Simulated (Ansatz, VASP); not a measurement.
Ti: VASP beside Ansatz

```
CELL_PARAMETERS angstrom
-1.61318 1.61318 1.61318
1.61318 -1.61318 1.61318
1.61318 1.61318 -1.61318
ATOMIC_POSITIONS crystal
Ti 0.00000 0.00000 0.00000
```

Change from the starting cell: volume scaled by 0.95.

Alike in both runs: task single point; functional PBE; k mesh 14 × 14 × 14; occupations fermi-dirac, width 0.05 eV; no spin polarisation.

|  | VASP | Ansatz |
| --- | --- | --- |
| version | VASP 6.6.1 | Ansatz 0.2.0 |
| potentials or method | VASP PAW PBE potentials, release 64 (Ti_sv), cutoff 520 eV | all-electron LAPW, scalar-relativistic |

```csv
,VASP,Ansatz,Ansatz less VASP
pressure (GPa),2.8,3.1,+0.28
```

Ansatz ran all-electron here, so the differences hold the error of VASP's frozen core and of both bases.
